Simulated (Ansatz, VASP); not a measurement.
This is a calculation of Si2Mo for Ansatz 0.2.0.

Contents of input.yaml:

```yaml
crystal:
  lattice:
    - [-1.6, 1.6, 3.9305]
    - [1.6, -1.6, 3.9305]
    - [1.6, 1.6, -3.9305]
  atoms:
    - { symbol: Mo, position: [0.0, 0.0, 0.0] }
    - { symbol: Si, position: [0.667, 0.667, 0.0] }
    - { symbol: Si, position: [0.333, 0.333, 0.0] }
kpoints:
  mp_grid: { grid: [12, 12, 12] }
scf:
  occupations: { method: fermi_dirac, width: 0.05 }
hamiltonian:
  xc: lda
  pseudopotentials: { kind: all_electron, lapw: { basis_error: 0.002 } }
output:
  forces: true
  stress: true
  eigenvalues: true
```

Potentials or basis: all-electron LAPW, scalar-relativistic.

Run with:

```console
$ ansatz run input.yaml --threads 2 --pin off --max-ram 8192MiB --backend cpu --events-out ev --progress --plain --runs-dir out
```

Question: Set up the same calculation for VASP 6.6.1. Potentials there: VASP PAW LDA potentials, release 64 (Mo_sv, Si).

Answer: As run (the cutoff follows the program's own potentials):

The input INCAR:

```
PREC = Accurate ; ENCUT = 520
EDIFF = 1E-6 ; ISMEAR = -1
SIGMA = 0.05 ; LREAL = F
LASPH = T ; NELM = 80
ALGO = Normal ; ISIF = 2
LWAVE = F ; LCHARG = F
GGA = CA ; NBANDS = 18
```

File KPOINTS:

```
regular mesh
0
Gamma
  12 12 12
```

File POSCAR:

```
Si2Mo
1.0
   -1.6000000000      1.6000000000      3.9305000000
    1.6000000000     -1.6000000000      3.9305000000
    1.6000000000      1.6000000000     -3.9305000000
Mo Si
1 2
Direct
    0.0000000000      0.0000000000      0.0000000000
    0.6670000000      0.6670000000      0.0000000000
    0.3330000000      0.3330000000      0.0000000000
```

Potentials or basis: VASP PAW LDA potentials, release 64 (Mo_sv, Si).

The run is started by

```bash
$ cat potpaw_LDA.64/Mo_sv/POTCAR potpaw_LDA.64/Si/POTCAR > POTCAR
$ mpirun -np 1 vasp_std > vasp.out
```

Both were run:

|  | VASP | Ansatz | Ansatz less VASP |
| --- | --- | --- | --- |
| gap on the k mesh at the Fermi level (eV) | none | none | - |
| pressure (GPa) | -5.5 | -6.1 | -0.52 |
| largest component of the traceless stress (GPa) | 1.22 | 1.27 | +0.045 |
| rms of the force components (eV/Å) | 0.172 | 0.177 | +0.0045 |

Atom by atom the forces differ by 0.004 eV/Å (rms over components). A gap of «none» marks a metal or a gap that the smearing closes. Ansatz ran all-electron here, so the differences hold the error of VASP's frozen core and of both bases.
